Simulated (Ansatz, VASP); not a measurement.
**One calculation of MgS, two programs**

```
Mg S
1.0
     0.00000    2.54854    2.54854
     2.54854    0.00000    2.54854
     2.54854    2.54854    0.00000
Mg S
1 1
Direct
  0.00000 0.00000 0.00000
  0.50000 0.50000 0.50000
```

Change from the starting cell: volume scaled by 0.94.

Alike in both runs: task single point; functional LDA; k mesh 8 × 8 × 8; occupations fermi-dirac, width 0.01 eV; no spin polarisation.

|  | VASP | Ansatz |
| --- | --- | --- |
| version | VASP 6.6.1 | Ansatz 0.2.0 |
| potentials or method | VASP PAW LDA potentials, release 64 (Mg, S), cutoff 520 eV | all-electron LAPW, scalar-relativistic |

|  | VASP | Ansatz | Ansatz less VASP |
| --- | --- | --- | --- |
| gap on the k mesh at the Fermi level (eV) | 2.69 | 2.69 | 0.000 |
| pressure (GPa) | 1.0 | 1.7 | +0.64 |

Ansatz ran all-electron here, so the differences hold the error of VASP's frozen core and of both bases.

A k mesh can miss the band edges.
